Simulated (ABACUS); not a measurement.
Runs of ABACUS 3.10.1 on Cs. Symmetry: Im-3m, No. 229, cubic system. Conventional cell: a = 6.257 Å, b = 6.257 Å, c = 6.257 Å, α = 90.00°, β = 90.00°, γ = 90.00°. 

| task | level | potentials or basis | cell | k mesh | cutoff (eV) | max steps of the relaxation | force threshold | optimiser | stress threshold | SCF threshold on the density | gap on the mesh (eV) | pressure (GPa) | V0 of scaled cells (Å³/atom) | relaxed volume (Å³/atom) | B0 (GPa) |
| --- | --- | --- | --- | --- | --- | --- | --- | --- | --- | --- | --- | --- | --- | --- | --- |
| relaxation of cell and atoms | WC | Ansatz NC PBE, plane waves | relaxed | 5 × 5 × 5 | 680 | 60 | 0.005 eV/Å | cg | 1 kbar | 1e-08 | none | -0.1 | - | (b) | - |
| single point | PBE | PseudoDojo NC SR 0.4.1 PBE standard, DZP LCAO (the cutoffs set its grid) | as given | 6 × 6 × 6 | 1361 | - | - | - | - | 1e-07 | none | -0.4 | - | - | - |
| single point | r2SCAN | SG15 ONCV 1.2 PBE, DZP LCAO (the cutoffs set its grid) | as given | 4 × 4 × 4 | 1361 | - | - | - | - | 1e-07 | none | -0.4 | - | - | - |
| equation of state | PBE | PseudoDojo NC SR 0.4.1 PBE standard, TZDP LCAO (the cutoffs set its grid) | as given | 6 × 6 × 6 | 1361 | - | - | - | - | 1e-07 | - | - | 116.23 | - | 2 |
| single point | PBEsol | PseudoDojo NC SR 0.5 PBE standard, plane waves | as given | 5 × 5 × 5 | 680 | - | - | - | - | 1e-08 | none | -0.2 | - | - | - |
| single point | PBE | PseudoDojo NC SR 0.4.1 PBE standard, plane waves | as given | 6 × 6 × 6 | 680 | - | - | - | - | 1e-08 | none | -0.1 | - | - | - |
| single point | PBE | PseudoDojo NC SR 0.4.1 PBE standard, TZDP LCAO (the cutoffs set its grid) | as given | 6 × 6 × 6 | 1361 | - | - | - | - | 1e-07 | none | -0.1 | - | - | - |
| equation of state | PBE | PseudoDojo NC SR 0.4.1 PBE standard, plane waves | as given | 6 × 6 × 6 | 680 | - | - | - | - | 1e-08 | - | - | (a) | - | 2 |
| relaxation of cell and atoms | r2SCAN | SG15 ONCV 1.2 PBE, plane waves | relaxed | 4 × 4 × 4 | 939 | 60 | 0.02 eV/Å | cg | 1 kbar | 1e-08 | none | 0.0 | - | 122.48 | - |
| single point | PBE | Ansatz NC PBE, DZP LCAO (the cutoffs set its grid) | as given | 6 × 6 × 6 | 1361 | - | - | - | - | 1e-07 | none | -0.4 | - | - | - |

Alike in all rows: no spin polarisation; smearing fermi-dirac 0.05 eV.

**Question.** Estimate the missing entries.

**Answer.** (a) 117.37; (b) 112.94.

Caveats: the atomic orbitals were generated for these runs and aren't a published set (some runs); the orbitals of K, Rb and Cs are too short, which can make volumes 7 to 10 % small (some runs); the basis of atomic orbitals isn't converged, which shifts pressures, moduli and gaps (some runs); the potentials were made for another functional, which shifts forces and pressure (some runs).

A k mesh can miss the band edges, and the runs leave out spin-orbit coupling on Cs.

A gap of «none» marks a metal or a gap under the smearing width.

Not every run made on this cell is shown here.
